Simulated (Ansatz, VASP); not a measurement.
## BAs in two plane-wave programs

Aim: how closely do two programs agree when they are given the same cell, functional and k mesh?

Method: plane waves, with VASP 6.6.1 beside it; G0W0 gap at PBE, in Ansatz 0.2.0.

## (1) Set-up

Symmetry: F-43m, No. 216, cubic system. The conventional cell has a = 4.777 Å, b = 4.777 Å, c = 4.777 Å, α = 90.00°, β = 90.00°, γ = 90.00°. B has 4 As at 2.07 Å nearest. Nearest to As lie 4 B at 2.07 Å. Farther neighbours are not listed.

## (2) Ansatz: G0W0 gap, PBE

Ansatz runs on its default PAW (the set named soft_2) files.

Quasiparticle shifts depend on high empty states and on the cores, so they are the hardest test of two PAW sets.

Contents of input.yaml:

```yaml
crystal:
  lattice:
    - [0.0, 2.3885, 2.3885]
    - [2.3885, 0.0, 2.3885]
    - [2.3885, 2.3885, 0.0]
  atoms:
    - { symbol: B, position: [0.0, 0.0, 0.0] }
    - { symbol: As, position: [0.25, 0.25, 0.25] }
hamiltonian:
  xc: pbe
  pseudopotentials: { kind: paw }
kpoints:
  mp_grid: { grid: [6, 6, 6] }
scf:
  occupations: { method: fixed }
gw:
  n_empty_bands: 60
  ecut_chi: 100.0
  qp_bands: [v2, c2]
  qp_kpoints: band_edges
  screening: { model: contour_deformation }
```

Started as:

```bash
> ansatz run input.yaml --threads 4 --pin off --max-ram 9216MiB --backend cpu --events-out ev --progress --plain --runs-dir out
```

Numbers of over 12 decimals in the logs are rounded to 6 here.

The log of the run:

```text
Engine: ansatz 0.2.0, x86_64-unknown-linux-gnu
Pseudopotentials: kind: paw
Pseudopotential: B, paw, valence charge 3, recommended cutoff 420 eV (normal), B.paw.azcp
Pseudopotential: As, paw, valence charge 15, recommended cutoff 420 eV (normal), As.paw.azcp
Functional definition: PBE
  parameter kappa = 0.804
  parameter beta = 0.066725
  exchange = pbe_x(kappa = kappa, mu = beta*pi^2/3)
  correlation = pbe_c(beta = beta)
Crystal: 2 atoms, lattice volume = 27.252 Å³
Basis set: ecut = 420 eV, 531 PW (Γ)
Bands: 13, of which v1, the nominal top of the filled ones, is band 9 counted from 1 (8 counted from 0)
Symmetry: 24 space group operations
Space group: F-43m (ITA 216), of the structure as read, at distance tolerance 3.0e-5 Å
k-points: 16 of 216 (time reversal used)
Non-local potential: B, projectors of the file, l = 0: 2, l = 1: 2, l = 2: 1
Non-local potential: As, projectors of the file, l = 0: 2, l = 1: 2, l = 2: 3, l = 3: 1
PAW form: soft (Blöchl's): semilocal exchange-correlation on the pseudo side does not see the compensation charge
PAW one-centre angular grid: B, 110 points (default); XC on 64 Gauss nodes
PAW one-centre angular grid: As, 590 points (default); XC on 64 Gauss nodes
Initial density: superposition of atomic densities (neutral atoms: chi_scale 0, normalization atom), corrected by the library's trained network
Initial wavefunctions: pseudopotential atomic-orbital guess
Functional: x = pbe(κ = 0.804, μ = 0.219515), c = pbe(β = 0.066725)
SCF iter   1: F=—  HF=-5012.081547 eV  |F-HF|=—  |Δ(HF+E_count)|=         —  Δρ=8.79e-4  dr2=1.44e-4  ethr=1.77e-3  ⟨swp⟩=4.2  Hψ=1032  notcnv=0  defer=22
preconditioner: auto → none  [insulator: Δε(μ)=1.284 eV  Ē_g=12.417 eV  n_scr=8 (ndim 8)  ℏωp=20.1 eV  f_vac=0.001  ε∞_Penn≈3.6]
SCF iter   2: F=—  HF=-5012.081538 eV  |F-HF|=—  |Δ(HF+E_count)|=   9.62e-6  Δρ=4.63e-4  dr2=3.62e-5  ethr=8.01e-7  ⟨swp⟩=2.6  Hψ=482  notcnv=0  defer=26
SCF iter   3: F=—  HF=-5012.081571 eV  |F-HF|=—  |Δ(HF+E_count)|=   3.37e-5  Δρ=2.10e-4  dr2=6.67e-6  ethr=2.01e-7  ⟨swp⟩=2.0  Hψ=349  notcnv=0  defer=8
SCF iter   4: F=—  HF=-5012.081585 eV  |F-HF|=—  |Δ(HF+E_count)|=   1.32e-5  Δρ=3.97e-5  dr2=4.25e-7  ethr=3.71e-8  ⟨swp⟩=2.0  Hψ=271  notcnv=0  defer=32
iter 5 did not close the SCF: its close was put off for the readings that it lacked (scf_convergence_deferred on its scf_iter line)
SCF iter   5: F=-5012.081585 eV  HF=-5012.081585 eV  |F-HF|=1.08e-8  |Δ(HF+E_count)|=   4.48e-8  Δρ=7.51e-6  dr2=1.16e-8  ethr=2.36e-9  ⟨swp⟩=2.0  Hψ=352  notcnv=0  defer=30
SCF iter   6: F=-5012.081585 eV  HF=-5012.081585 eV  |F-HF|=2.69e-9  |Δ(HF+E_count)|=   1.71e-8  Δρ=3.25e-6  dr2=3.34e-9  ethr=6.42e-11  ⟨swp⟩=3.3  Hψ=868  notcnv=0
SCF 1 converged in 6 iterations: F = -5012.081585 eV  dr2 = 3.34e-9
  greatest PAW one-centre occupation: 0.999 electrons in one spin orbital (limit 2), on the As atom at site 1 (counted from 0), in its partial waves of l = 2
NSCF: frozen V_eff on 16 k-points
G₀W₀ screening: q 1/16
G₀W₀ screening: q 2/16 (q-point 6)
G₀W₀ screening: q 3/16 (q-point 7)
G₀W₀ screening: q 4/16 (q-point 8)
G₀W₀ screening: q 5/16 (q-point 11)
G₀W₀ screening: q 6/16 (q-point 14)
G₀W₀ screening: q 7/16 (q-point 15)
G₀W₀ screening: q 8/16 (q-point 9)
G₀W₀ screening: q 9/16 (q-point 12)
G₀W₀ screening: q 10/16 (q-point 16)
G₀W₀ screening: q 11/16 (q-point 2)
G₀W₀ screening: q 12/16 (q-point 3)
G₀W₀ screening: q 13/16 (q-point 5)
G₀W₀ screening: q 14/16 (q-point 10)
G₀W₀ screening: q 15/16 (q-point 4)
G₀W₀ screening: q 16/16 (q-point 13)
G₀W₀ self-energy: k 1/7
G₀W₀ self-energy: k 2/7
G₀W₀ self-energy: k 3/7
G₀W₀ self-energy: k 4/7
G₀W₀ self-energy: k 5/7
G₀W₀ self-energy: k 6/7
G₀W₀ self-energy: k 7/7
NSCF: frozen V_eff on 1 k-points
NSCF: frozen V_eff on 1 k-points
SCF converged after 6 iterations
Free energy (F): -5012.081585 eV
Harris-Foulkes:  -5012.081585 eV  (|F-HF|=2.69e-9)
Internal energy: -5012.081585 eV  (E = F + TS)
E sigma→0 (E₀):  -5012.081585 eV
Fermi energy:    11.131860 eV
--- Per-component energies (eV) ---
  E_band       = -210.158012
  E_kinetic    = 152.187547
  E_local      = -1694.072720  (includes V_loc(G=0)·N_el)
  E_nonlocal   = -657.821041
  E_hartree    = 940.154372
  E_xc         = -111.434964
  E_vxc        = -117.669019  (∫ρ·V_xc dr)
  E_paw        = -1915.319788  (= ΣΔE_a)
  E_vpaw       = 226.906686  (= ΣTr[D̂ρ^β])
  E_aug_tail   = 0.000007  (compensation charges beyond the density's cutoff)
  E_ewald      = -1725.774997
  E_smearing   = -0.000000  (= −TS)
  E_closure    = -0.000000  (closes the sum)
  Σ components = -5012.081585   (vs F -5012.081585, Δ=0.00e0)
--- Band table (eV; the first three rows and the last of 16) ---
  k-point 0: bands = [... 5 lower, -4.2734, 11.1319, 11.1319, 11.1319, 14.4103, 14.4103, 14.4103, 15.8058]
  k-point 1: bands = [... 5 lower, -3.8203, 8.1749, 10.4507, 10.4507, 14.4318, 15.2984, 15.2984, 17.7796]
  k-point 2: bands = [... 5 lower, -2.5541, 4.3959, 9.6171, 9.6171, 13.9926, 15.9691, 15.9691, 19.8275]
  k-point 15: bands = [... 5 lower, 0.0262, 2.9360, 5.9840, 6.1810, 14.9163, 15.1259, 19.8006, 20.0341]
--- G₀W₀: contour deformation, 7 samples at zero and on the imaginary axis and 1 off it, 216 q-points, 60 empty bands' worth ---
  eigenvalues of the whole cell's RPA ε∞ on this k-mesh (on a slab, of 1 + 4πα/V) = 10.5973, 10.5973, 10.5973; static W/v taken at q = 0 is 0.094364
  bands read: the sum over 69 bands ends inside a degenerate multiplet in 2 slots, whose members it reads at an even weight; the widest, k=2: bands 69 to 70 (counted from 1) at 1/2 each
  gw.qp_kpoints: band_edges: 7 of 16 stored k-points solved, in 1 pass; an edge of the gap read off the rows below is read off those points alone
    valence top: of the k-points left out ik 8 came nearest to being solved in a further pass, in band 9 (counted from 1, as in the quasiparticle table): it holds the edge there only if its correction is more favourable than any solved in that band by at least 0.890 eV; those differ by 0.232 eV
    conduction bottom: of the k-points left out ik 10 came nearest to being solved in a further pass, in band 10 (counted from 1, as in the quasiparticle table): it holds the edge there only if its correction is more favourable than any solved in that band by at least 0.467 eV; those differ by 0.360 eV
    ik  band        ε_KS         Σx   Σc(E_QP)       V_xc       Z   E_QP_lin       E_QP  E_QP is
     0     8     11.1319   -16.4505     1.0589   -15.0505  0.7948    10.7901    10.7908  root
     0     9     11.1319   -16.4505     1.0589   -15.0505  0.7948    10.7901    10.7908  root
     0    10     14.4103    -9.1505    -4.2318   -13.8090  0.7944    14.8386    14.8370  root
     0    11     14.4103    -9.1505    -4.2318   -13.8090  0.7944    14.8386    14.8370  root
     1     8     10.4507   -16.3794     1.2414   -14.7644  0.7923    10.0763    10.0772  root
     1     9     10.4507   -16.3794     1.2414   -14.7644  0.7923    10.0763    10.0772  root
     1    10     14.4318    -9.5952    -4.4474   -14.5206  0.7902    14.9120    14.9098  root
     1    11     15.2984    -9.0526    -4.5229   -14.0341  0.7872    15.7592    15.7570  root
     2     8      9.6171   -16.6288     1.6115   -14.5845  0.7875     9.1828     9.1843  root
     2     9      9.6171   -16.6288     1.6115   -14.5845  0.7875     9.1828     9.1843  root
     2    10     13.9926    -9.9107    -4.4025   -14.7657  0.7915    14.4468    14.4450  root
     2    11     15.9691    -8.2785    -4.8047   -13.5230  0.7838    16.4112    16.4089  root
     3     8      9.3116   -16.7561     1.7574   -14.5437  0.7855     8.8547     8.8566  root
     3     9      9.3116   -16.7561     1.7574   -14.5437  0.7855     8.8547     8.8566  root
     3    10     13.8206   -10.0479    -4.3743   -14.8660  0.7920    14.2661    14.2645  root
     3    11     15.9236    -7.9223    -4.7828   -13.1086  0.7867    16.3289    16.3271  root
     4     8      9.4219   -16.3046     1.5704   -14.2971  0.7871     8.9832     8.9848  root
     4     9      9.4219   -16.3046     1.5704   -14.2971  0.7871     8.9832     8.9848  root
     4    10     13.3812    -8.6201    -4.0386   -12.9954  0.7993    13.7188    13.7179  root
     4    11     16.7726    -8.6378    -5.3948   -14.5335  0.7651    17.2768    17.2735  root
     9     8      7.6777   -16.7027     2.3122   -13.8465  0.7722     7.1300     7.1336  root
     9     9      7.6777   -16.7027     2.3122   -13.8465  0.7722     7.1300     7.1336  root
     9    10     12.4124    -8.3082    -3.8757   -12.3954  0.8045    12.6242    12.6239  root
     9    11     14.2701    -7.1577    -4.4911   -11.8727  0.8004    14.4943    14.4939  root
    12     8      7.0555   -16.8511     2.5740   -13.7043  0.7655     6.4782     6.4827  root
    12     9      7.0555   -16.8511     2.5740   -13.7043  0.7655     6.4782     6.4827  root
    12    10     12.5682    -7.9415    -3.9739   -12.0336  0.8044    12.6865    12.6864  root
    12    11     12.5786    -7.6522    -4.0649   -11.9417  0.8087    12.8036    12.8033  root
```

The job ended after 8.7 s (4 threads of AMD EPYC 7B13 (Zen 3), shared host; peak memory 0.39 GiB).

In the SCF lines HF is the Harris–Foulkes energy and dr2 the Hartree energy of the density residual, in eV; the loop may stop once dr2 is under the threshold and the program's other checks hold. Hψ counts applications of the Hamiltonian.

[end of part 1 of 2]

[Lines on the potential files, build, host, timing and source positions are cut from VASP's logs without a mark.]

[Logs are printed without paths, hosts, clocks, repeated set-up lines and the standing remarks that a program may print on its own settings, such as how far it seeks lower states.]

[Hosts, paths, dates, database ids (printed as entryN), source tags and the programs' standing remarks are cut or masked in the printed files.]
